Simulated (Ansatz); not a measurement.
# Si2Mo (I4/mmm) in Ansatz: further runs, part 2 of 2

Ansatz 0.2.0. Earlier steps stand in the parts before.

### 11 Band structure, r2SCAN

input.yaml reads:

```yaml
crystal:
  lattice:
    - [-1.6, 1.6, 3.9305]
    - [1.6, -1.6, 3.9305]
    - [1.6, 1.6, -3.9305]
  atoms:
    - { symbol: Mo, position: [0.0, 0.0, 0.0] }
    - { symbol: Si, position: [0.667, 0.667, 0.0] }
    - { symbol: Si, position: [0.333, 0.333, 0.0] }
hamiltonian:
  xc: r2scan
  pseudopotentials: { kind: paw }
kpoints:
  mp_grid: { grid: [12, 12, 12] }
  band_path:
    path:
      - [[0.0, 0.0, 0.0], [-0.5, 0.5, 0.0], [-0.5, 0.5, -0.0828541695], [-0.2914270847, 0.2914270847, -0.2914270847], [0.0, 0.0, 0.0], [0.5, 0.5, -0.5], [0.2914270847, 0.7085729153, -0.7085729153], [0.0, 0.5, -0.5], [-0.25, 0.75, -0.25], [0.0828541695, 0.9171458305, -0.5], [0.5, 0.5, -0.5]]
      - [[-0.5, 0.5, 0.0], [-0.25, 0.75, -0.25]]
    npoints: 14
scf:
  occupations: { method: fermi_dirac, width: 0.05 }
  n_extra_bands: 7
output:
  forces: true
  stress: true
  eigenvalues: true
  fatbands: false
  write_density: true
  write_potential: true
  elf: true
  volumetric_format: npy
```

Potentials or basis: Ansatz PAW.

Started as:

```sh
$ ansatz run input.yaml --threads 2 --pin off --max-ram 5632MiB --backend cpu --events-out ev --progress --plain --runs-dir out
```

Output:

```text
Warning: RAYON_NUM_THREADS=2 ignored (pool sized by the plan → 2); use --threads N
scf.n_extra_bands = 7 over 11 filled bands (N_el = 22.0): the run solves 18 bands
Engine: ansatz 0.2.0, aarch64-unknown-linux-gnu
Pseudopotentials: kind: paw
Pseudopotential: Mo, paw, valence charge 14, recommended cutoff 500 eV (meta_gga), Mo.paw.azcp
Pseudopotential: Si, paw, valence charge 4, recommended cutoff 500 eV (meta_gga), Si.paw.azcp
Functional definition: r2SCAN
  parameter k0 = 0.174
  parameter k1 = 0.065
  parameter a1 = 4.9479
  exchange = r2scan_x(k0 = k0, k1 = k1, a1 = a1)
  correlation = r2scan_c
Crystal: 3 atoms, lattice volume = 40.248 Å³
[... 42 lines left out ...]
  E_vpaw       = -149.647601  (= ΣTr[D̂ρ^β])
  E_aug_tail   = 0.000022  (compensation charges beyond the density's cutoff)
  E_vtau       = 21.565197  (kinetic-family band-sum trace: ∫τ·v_τ [+ j·A + Jᵃ·Aᵃ] dr)
  E_ewald      = -1707.522119
  E_core_change = -0.374070  (= ΣΔE_core)
  E_smearing   = -0.002393  (= −TS)
  E_closure    = 0.000000  (closes the sum)
  Σ components = -6247.135677   (vs F -6247.135677, Δ=0.00e0)
--- Forces (eV/Å), atoms counted from 1 ---
  atom   1  Mo     0.00000000     0.00000000     0.00000000
  atom   2  Si    -0.00000000    -0.00000000    -0.35660075
  atom   3  Si     0.00000000    -0.00000000     0.35660075
  max |Σ_I F_I| component: 6.94e-17 eV/Å
--- Stress (GPa, compression-positive) ---
       -0.527408       0.000000       0.000000
        0.000000      -0.527408       0.000000
        0.000000       0.000000      -3.199370
  P = ⅓ Tr σ = -1.4181 GPa (-14.181 kbar)
--- Band table (eV; the first three rows and the last of 163) ---
  k-point 0: bands = ["-46.6886", "-20.1273", "-20.0108", "-20.0108", "1.7635", "9.2740", "12.4022", "12.9077", "13.1457", "13.1457", "16.3853", "19.2785", "19.3612", "19.7977", "19.7977", "20.3365", "21.2685", "21.2685"]
  k-point 1: bands = ["-46.6859", "-20.1234", "-20.0292", "-20.0264", "1.9907", "9.4736", "11.7168", "12.5879", "12.9632", "13.8642", "15.5932", "18.7625", "19.5872", "19.6488", "19.9010", "20.7347", "21.7923", "22.2496"]
  k-point 2: bands = ["-46.6784", "-20.1132", "-20.0775", "-20.0690", "2.6502", "9.9556", "10.9939", "11.4657", "13.1464", "14.0795", "14.3821", "18.4708", "19.5943", "19.8698", "20.0577", "20.9631", "23.6817", "23.7085"]
  k-point 162: bands = ["-46.6879", "-20.1554", "-20.0126", "-20.0126", "3.7082", "5.4098", "12.3821", "13.6095", "15.3556", "15.3556", "15.3787", "15.3787", "16.5278", "20.9401", "21.7642", "22.3068", "24.8787", "25.4687"]
```

bands.tsv:

```text
# k_distance	band_0	band_1	band_2	band_3	band_4	band_5	band_6	band_7	band_8	band_9	band_10	band_11	band_12	band_13	band_14	band_15	band_16	band_17
# fermi_ev = 15.984268
# lock_threshold_ev = 1e-6
[... 171 lines left out ...]
8.547022	-62.632501	-36.228250	-36.226885	-36.058156	-9.444028	-6.887224	-6.551917	-6.452859	-3.162035	-2.560190	-1.938131	0.605798	2.585990	3.937537	4.440352	4.501472	5.837228	10.399441
8.575568	-62.632498	-36.228027	-36.227103	-36.058140	-9.437361	-6.837366	-6.612150	-6.492048	-3.062818	-2.455795	-2.037625	0.484942	2.585990	4.017962	4.355945	4.528877	5.843527	10.705271
8.604114	-62.632498	-36.227798	-36.227333	-36.058140	-9.433184	-6.784499	-6.671391	-6.515802	-2.999542	-2.350276	-2.140156	0.408605	2.585990	4.100823	4.270642	4.544922	5.847365	10.985089
8.632660	-62.632498	-36.227565	-36.227565	-36.058140	-9.431762	-6.729020	-6.729020	-6.523761	-2.977749	-2.244714	-2.244714	0.382445	2.585991	4.185321	4.185321	4.550204	5.848654	11.127064
```

Run time: 14 s. Hardware: 2 threads of Arm Neoverse V1, shared host; peak memory 0.62 GiB.

Results:

| Property | Result |
| --- | --- |
| Free energy | -6247.1357 eV |
| Pressure | -1.4 GPa |
| Largest force | 0.357 eV/Å |
| Band gap on the k mesh | none (metal or under the smearing width) |

Forces on the atoms (eV/Å):
```
Mo   0.000  0.000  0.000
Si   0.000  0.000 -0.357
Si   0.000  0.000  0.357
```

Stress tensor (GPa, compression positive):
```
-0.53  0.00  0.00
 0.00 -0.53  0.00
 0.00  0.00 -3.20
```

Levels at the corners of the path, in eV from the Fermi level:
```
point  band 7  band 8  band 9  band 10  band 11  band 12  band 13  band 14  band 15  band 16
    Γ   -3.58   -3.08   -2.84    -2.84     0.40     3.29     3.38     3.81     3.81     4.35
    X   -6.10   -5.46   -4.77    -3.27    -1.32     2.59     2.96     3.23     3.43     5.01
    Y   -5.98   -4.79   -4.05    -3.14    -1.88     2.00     2.10     2.82     4.98     5.80
    S   -7.20   -2.88   -2.58    -2.49    -0.47     1.68     3.25     3.70     4.84     4.88
    Γ   -3.58   -3.08   -2.84    -2.84     0.40     3.29     3.38     3.81     3.81     4.35
    Z   -3.60   -2.37   -0.63    -0.63    -0.61    -0.61     0.54     4.96     5.78     6.32
   S1   -7.20   -2.88   -2.58    -2.49    -0.47     1.68     3.25     3.70     4.84     4.88
    N   -5.17   -4.81   -2.72    -2.68    -0.57     2.51     3.18     4.37     4.49     5.78
    P   -6.73   -6.52   -2.98    -2.24    -2.24     0.38     2.59     4.19     4.19     4.55
   Y1   -5.98   -4.79   -4.05    -3.14    -1.88     2.00     2.10     2.82     4.98     5.80
    Z   -3.60   -2.37   -0.63    -0.63    -0.61    -0.61     0.54     4.96     5.78     6.32
    X   -6.10   -5.46   -4.77    -3.27    -1.32     2.59     2.96     3.23     3.43     5.01
    P   -6.73   -6.52   -2.98    -2.24    -2.24     0.38     2.59     4.19     4.19     4.55
```

Caveat: the PAW data sets come from PBE, with cores solved anew for the run's functional, which leaves a small shift of forces and pressure.

### 12 Overview

```csv
task,level,cutoff (eV),points for each segment of the path,gap on the mesh (eV),pressure (GPa),largest force (eV/Å)
band structure,LDA,420,14,none,-6.1,0.38
equation of state,LDA,420,-,-,-,-
band structure,r2SCAN,500,14,none,-1.4,0.36
```

Alike in all rows: potentials or basis Ansatz PAW; no spin polarisation; cell as given; k mesh 12 × 12 × 12; smearing fermi-dirac 0.05 eV.

Caveats: the PAW data sets come from PBE, with cores solved anew for the run's functional, which leaves a small shift of forces and pressure (some runs).

Absolute energies hang on the potentials; compare differences alone.
